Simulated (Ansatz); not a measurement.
GaSb

The computed numbers are results of r²SCAN, scalar-relativistic (no spin polarisation) in the plane-wave PAW code Ansatz at 500 eV, Γ-centred 10×10×10 mesh, 0.05 eV Gaussian smearing; PAW files: Ansatz's generated set soft_2.

```yaml
crystal:
  lattice:
    - [0.00000, 3.06569, 3.06569]
    - [3.06569, 0.00000, 3.06569]
    - [3.06569, 3.06569, 0.00000]
  atoms:
    - { symbol: Ga, position: [0.00000, 0.00000, 0.00000] }
    - { symbol: Sb, position: [0.75000, 0.75000, 0.75000] }
```

The chain of runs began from a cell as deposited in COD, expanded in volume. Of that entry: the entry's cell lengths or inner coordinates differ somewhat from later room-temperature determinations.

Cell and atoms are those of this level's equilibrium.

Path: Γ–X–U | K–Γ–L–W–X, with Γ = (0.000, 0.000, 0.000), X = (-0.500, -0.500, 0.000), U = (-0.375, -0.375, 0.250), K = (-0.375, 0.000, 0.375), L = (0.000, 0.000, 0.500), W = (-0.500, -0.250, 0.250) in reciprocal vectors of the calculation's cell.

Task: Is it a metal or an insulator, and if it has a gap, where are the band edges on this path?

Result: An insulator with a gap of 0.42 eV on the path, the valence band topping at Γ and the conduction band bottoming at Γ; the smallest direct gap is 0.42 eV.

Bands as a text map, energy in eV from the Fermi level (dashes), each leg drawn with the same width:
```
  4.86 |                * * *             *    **       
  4.57 |                  *                   **        
  4.29 |                          *      *    **        
  4.00 |  *           **   *                 *  *       
  3.71 |                   * *     *******  * ***       
  3.43 |             *      *    **       **     *      
  3.14 | *                   *   *           *   *      
  2.86 |*  *        *        ****           *     *     
  2.57 | ** *                                     *     
  2.29 |           *                       *       *    
  2.00 |     *           ***                       *    
  1.71 |  *       *     *   *             *         *   
  1.43 |   *  ****   ***     *                      ****
  1.14 | *  *    ****            **      *           *  
  0.86 |     ****                  *                  **
  0.57 |                      * *   *****               
  0.29 |*                      *                        
  0.00 |------------------------------------------------
 -0.29 |*                    *****                      
 -0.57 | *                  *   * *                     
 -0.86 |                   * **    *                    
 -1.14 | **                         *                   
 -1.43 |                  *          *****              
 -1.71 |   *                *    *        *             
 -2.00 |                 *               *              
 -2.29 |    *           *    *             *            
 -2.57 |  *  *      ****   *                *           
 -2.86 |      ******                      *  *       ***
        Γ      X      UK       Γ       L       W       X
```

Formal charges Ga³⁺, Sb³⁻ balance and leave closed shells on every ion, so a band insulator is expected, and the gap is 0.42 eV.

Within 0.6 eV of the edges the projected states are 73 % Sb 5p at the top of the valence band and 35 % Ga 4s at the bottom of the conduction band. The conduction edge mixes several shells, so no single label fits the gap.

**What was measured.** From a printed reference work, data compilation, for a bulk crystal of GaSb at 4.2 K: band gap 0.811 eV (direct).

**Against experiment.** Against the measured gap of GaSb, 0.811 eV (direct; 4.2 K; a printed reference work, data compilation), the calculated 0.42 eV is off by -0.40 eV. Kohn–Sham gaps of semilocal functionals mostly fall below measured ones. Spin–orbit coupling is left out here. Temperature and excitons aren't in the calculation.

Scalar-relativistic only: spin–orbit splittings of the heavy atoms' levels are missing.
